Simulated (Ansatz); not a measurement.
Polymorphs of Mn2AlCu3

These are results of DFT PBE, scalar-relativistic, plane waves, PAW in Ansatz 0.2.0, not measurements. All cells share a 420 eV cutoff and Γ-centred k meshes spaced at most about 0.3 Å⁻¹ (about 0.25 or finer for metals, 2π included). Spin is collinear.

Formation energies are uncorrected and refer to the elements' standard structures at the same level.

These are static total energies at zero pressure. Only the structures computed here compete, so a lower one can exist. Another magnetic order may lie lower.

Invented guesses and database cells were relaxed alike, and ends that match in structure, energy and magnetic state were merged. ΔE counts from the first row. Coordination counts all near atoms (those within 1.25 times the shortest distance at each site; a plus sign parts nearer from farther groups; a slash parts the counts of unlike sites). The ends were matched against large subsets of the Crystallography Open Database and the Materials Project, so a missing match doesn't prove that a structure is unreported.

```csv
#,reached from,type and space group,atoms,Å³/atom,coordination,ΔE (meV/atom),gap on mesh (eV),moments,in databases
1,a Materials Project cell,R-3m (No. 166),6,13.3,"Mn 16, Al 6+6, Cu 6+6",0,0.00,"opposed, 3.7 μB",Materials Project
2,random cell,P6/mmm (No. 191),6,24.4,"Mn 8, Al 2, Cu 4+4",893,0.00,"parallel, 3.6 μB",no match
3,random cell,Cmmm (No. 65),6,24.7,"Mn 2+2, Al 4+4, Cu 2/4",1114,0.00,"parallel, 3.9 μB",no match
```

The lowest: Space group R-3m (No. 166), trigonal, a = 4.845 Å, c = 11.794 Å. Al has 6 Cu at 2.41 Å and 6 Mn at 2.84 Å; Mn is surrounded by 9 Cu at 2.83–2.84 Å, 3 Al at 2.84 Å and 4 Mn at 2.92–2.98 Å; Cu has 2 Al at 2.41 Å, 4 Cu at 2.42 Å and 6 Mn at 2.83–2.84 Å. Its energy over the elements is −0.03 eV/atom. Whether it is stable depends on the other phases of the system, which aren't compared here. Materials Project cells can be hypothetical, and an observed structure of this formula, if there is one, may be missing.

```yaml
crystal:
  lattice:
    - [2.42240, 1.39857, 3.93122]
    - [-2.42240, 1.39857, 3.93122]
    - [0.00000, -2.79715, 3.93122]
  atoms:
    - { symbol: Al, position: [0.50000, 0.50000, 0.50000] }
    - { symbol: Mn, position: [0.12364, 0.12364, 0.12364] }
    - { symbol: Cu, position: [0.50000, 0.00000, 0.50000] }
    - { symbol: Cu, position: [0.50000, 0.50000, 0.00000] }
    - { symbol: Cu, position: [0.00000, 0.50000, 0.50000] }
    - { symbol: Mn, position: [0.87636, 0.87636, 0.87636] }
```

The second: Space group P6/mmm (No. 191), hexagonal, a = 4.732 Å, c = 7.556 Å. Al has 2 Mn at 2.54 Å; Mn is surrounded by 1 Mn at 2.48 Å, 1 Al at 2.54 Å and 6 Cu at 2.67 Å; Cu has 4 Cu at 2.37 Å and 4 Mn at 2.67 Å. Counting all near atoms, the first has Mn 16, Al 6+6, Cu 6+6 and the second has Mn 8, Al 2, Cu 4+4. Cells relaxed within their symmetry can be saddle points.

```
Al Mn Cu
1.0
     4.73173    0.00000    0.00000
    -2.36587    4.09780    0.00000
     0.00000    0.00000    7.55622
Al Mn Cu
1 2 3
Direct
  0.00000 0.00000 0.00000
  0.00000 0.00000 0.66379
  0.00000 0.00000 0.33621
  0.50000 0.00000 0.50000
  0.00000 0.50000 0.50000
  0.50000 0.50000 0.50000
```

Some candidate types were left out of the draw beforehand, so a known form may be missing.
